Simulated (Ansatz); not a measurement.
Sn:

```
Sn
1.0
    -1.66644    1.70779    2.18280
     1.79387   -1.85892    2.39165
     1.69371    1.88544   -2.29756
Sn
1
Direct
  0.00000 0.00000 0.00000
```

This isn't the form of Sn at room conditions, which is tetragonal (white tin).

The cell isn't the ideal one: cell sheared at random, sigma 0.06, atoms nudged by 0.01 Å.

```yaml
Program: Ansatz 0.2.0
Task: relaxation of cell and atoms
Functional: HSEsol
Potentials_or_basis: Ansatz PAW
Cutoff: "420 eV (not typed: the program's choice for these potentials)"
k_mesh: 5 × 5 × 5
Occupations: fermi-dirac, width 0.05 eV
Spin: no spin polarisation
```

At the start: volume 28.61 Å³/atom.

Q: How do energy, volume and symmetry change on relaxing?

A: It ends after 6 steps and the volume is 26.22 Å³/atom (-8.3 %); space group Immm (No. 71, to 0.05 Å).

Step by step:
```tsv
step	energy change (eV)	largest force (eV/Å)	volume (Å³)
1	0.0000	0.0000	28.61
2	-0.0512	0.0000	26.62
3	-0.0572	0.0000	26.02
4	-0.0577	0.0000	26.23
5	-0.0577	0.0000	26.22
6	-0.0573	0.0000	26.22
```

Final structure:
```
Sn
1.0
    -1.58271    1.58586    2.22801
     1.68383   -1.68384    2.39284
     1.68857    1.78627   -2.31184
Sn
1
Direct
  0.00000 0.00000 0.00000
```

Caveat: the k mesh is coarse (spacing up to 0.50 Å⁻¹), so the values aren't converged, least of all with exact exchange; the plane-wave basis is chosen anew once the cell has moved, so the energies of steps on either side of that aren't comparable; the PAW data sets come from PBE, with cores solved anew for the run's functional, which leaves a small shift of forces and pressure.
